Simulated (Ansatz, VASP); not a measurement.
# Two plane-wave programs on MgSi

```
Mg Si
1.0
     2.07033   -4.89870    0.00000
     2.07033    4.89870    0.00000
     0.00000    0.00000    3.65340
Mg Si
2 2
Direct
  0.64384 0.35616 0.25000
  0.35616 0.64384 0.75000
  0.92156 0.07844 0.25000
  0.07844 0.92156 0.75000
```

Alike in both runs: functional PBEsol; k mesh 6 × 6 × 6; occupations gaussian, width 0.1 eV; no spin polarisation.

Ansatz relaxed the structure, and its values are those at the end. VASP's run is a single point on that final structure, the one shown.

```csv
,VASP,Ansatz
version,VASP 6.6.1,Ansatz 0.2.0
potentials or method,"VASP PAW PBE potentials, release 64 (Mg, Si)","scalar-relativistic, plane waves, PAW"
plane-wave cutoff (eV),520,420
valence electrons in the cell,12,28
```

Ansatz gave:

* gap on the k mesh at the Fermi level (eV): none
* pressure (GPa): 0.0
* rms of the force components (eV/Å): 0.006

Problem. Estimate VASP's values.

Solution. gap on the k mesh at the Fermi level (eV): none; pressure (GPa): -0.1; rms of the force components (eV/Å): 0.007.

A gap of «none» marks a metal or a gap that the smearing closes. The two sets of potentials don't hold the same shells in valence.

Caveats: the PAW data sets were made with another functional, which shifts forces and pressure a little (VASP).
